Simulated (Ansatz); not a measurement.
## A series in volume per atom on As

All results are calculated (Ansatz 0.2.0 development build). Equation of state of a cubic crystal from periodic Kohn-Sham density functional theory without spin; pressure corrected for the finite basis.

Cell of the first row (space group Fd-3m, No. 227):
```
As
1.0
      0.0000     2.9724     2.9724
      2.9724     0.0000     2.9724
      2.9724     2.9724     0.0000
As
2
Direct
  0.00000 0.00000 0.00000
  0.25000 0.25000 0.25000
```

Settings of every row: formula As; structure type diamond; functional r2SCAN; spin treatment none; k mesh 10x10x10; occupation method fermi-dirac; occupation width 0.1 eV; wave cutoff 500 eV; datasets soft-1 PAW; density cutoff ratio 4.

Limits: a cubic model structure, not a phase known at ambient conditions.

| row | volume per atom (Å³) | pressure (GPa) | energy above lowest point (meV/atom) |
| --- | --- | --- | --- |
| 1 | 26.261 | 3.136 | 14.29 |
| 2 | 27.117 | ? | ? |
| 3 | 27.974 | -0.303 | 0 |
| 4 | 28.83 | -1.696 | 5.43 |
| 5 | 29.686 | -2.905 | 17.8 |

Question: what pressure and energy above lowest point should row 2 give?

Worked fit of pressure. Take u = (V_r/V)^(2/3) − 1 with V_r = 28.402 Å³ an atom, which is twice the finite (Eulerian) strain; such expansions in the strain, on which the Birch-Murnaghan equation of state is built, carry the rest volume and the bulk modulus. The shown rows have u = 0.05364, 0.01017, -0.00992, -0.02905. Least squares give pressure = −1.0237 + 69.258 × u + 154.57 × u² GPa; a straight line predicts inner rows, each left out in turn, worse (root mean square 0.16 against 0.00099 GPa). All shown rows lie on it to the printed digit. The pressure vanishes at u = 0.0143, or V = 27.8 Å³ an atom, and there the bulk modulus at fixed shape and fractions is B = −V dP/dV = (2/3)(1 + u) dP/du = 49.8 GPa. The withheld row has u = 0.03135, so the fit gives −1.0237 + 69.258 × (0.03135) + 154.57 × (0.03135)² = 1.299 GPa.

The calculation gave 1.298 GPa. The fit lies 0.001 GPa (0.017 % of the column's range) above it, one unit of the last digit.

Worked fit of energy above lowest point. Take u = (V_r/V)^(2/3) − 1 with V_r = 28.402 Å³ an atom, which is twice the finite (Eulerian) strain; such expansions in the strain, on which the Birch-Murnaghan equation of state is built, carry the rest volume and the bulk modulus. The shown rows have u = 0.05364, 0.01017, -0.00992, -0.02905. Least squares give energy above lowest point = 1.798 − 275.23 × u + 9473.9 × u² meV/atom; a straight line predicts inner rows, each left out in turn, worse (root mean square 9.8 against 0.062 meV/atom). The rows lie off it by 0.00, 0.02, -0.03, 0.01. Its lowest point lies at u = 0.0145, or V = 27.79 Å³ an atom, and the curvature there gives the bulk modulus at fixed shape and fractions, B = (4/9)(1 + u)² E″(u)/V = 50 GPa. The withheld row has u = 0.03135, so the fit gives 1.798 − 275.23 × (0.03135) + 9473.9 × (0.03135)² = 2.48 meV/atom.

The calculation gave 2.56 meV/atom. The fit lies 0.08 meV/atom (3.1 % of the value, 0.45 % of the column's range) below it; its largest miss of a shown row is 0.03 meV/atom.
